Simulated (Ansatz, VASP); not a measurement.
# KBr in VASP and in Ansatz

The input INCAR:

```
SYSTEM = KBr
  ALGO = Fast
  EDIFF = 1E-6
  ENCUT = 520
  GGA = PS
  ISIF = 2
  ISMEAR = 0
  LASPH = .True.
  LCHARG = .False.
  LREAL = .False.
  LWAVE = .False.
  NBANDS = 15
  NELM = 100
  PREC = Accurate
  SIGMA = 0.02
```

The input KPOINTS:

```
k-points
0
Gamma
  6 6 6
  0 0 0
```

Contents of POSCAR:

```
KBr
1.0
    0.0000000000      3.3290796750      3.3290796750
    3.3290796750      0.0000000000      3.3290796750
    3.3290796750      3.3290796750      0.0000000000
K Br
1 1
Direct
    0.0000000000      0.0000000000      0.0000000000
    0.5000000000      0.5000000000      0.5000000000
```

Input for Ansatz:

```yaml
crystal:
  lattice:
    - [0.0, 3.329079675, 3.329079675]
    - [3.329079675, 0.0, 3.329079675]
    - [3.329079675, 3.329079675, 0.0]
  atoms:
    - { symbol: K, position: [0.0, 0.0, 0.0] }
    - { symbol: Br, position: [0.5, 0.5, 0.5] }
basis:
  ecutwfc: 420
kpoints:
  mp_grid: { grid: [6, 6, 6] }
hamiltonian:
  xc: pbesol
scf:
  occupations: { method: gaussian, width: 0.02 }
output:
  forces: true
  stress: true
  eigenvalues: true
```

Alike in both runs: task single point; functional PBEsol; k mesh 6 × 6 × 6; occupations gaussian, width 0.02 eV; no spin polarisation.

```csv
,VASP,Ansatz
version,VASP 6.6.1,Ansatz 0.2.0
potentials or method,"VASP PAW PBE potentials, release 64 (K_sv, Br)","scalar-relativistic, plane waves, PAW"
plane-wave cutoff (eV),520,420
valence electrons in the cell,16,16
```

|  | VASP | Ansatz | Ansatz less VASP |
| --- | --- | --- | --- |
| gap on the k mesh at the Fermi level (eV) | 4.22 | 4.22 | +0.003 |
| least direct gap on the mesh (eV) | 4.22 | 4.22 | +0.003 |
| pressure (GPa) | -0.6 | -0.7 | -0.03 |

Caveats: the PAW data sets were made with another functional, which shifts forces and pressure a little (VASP).
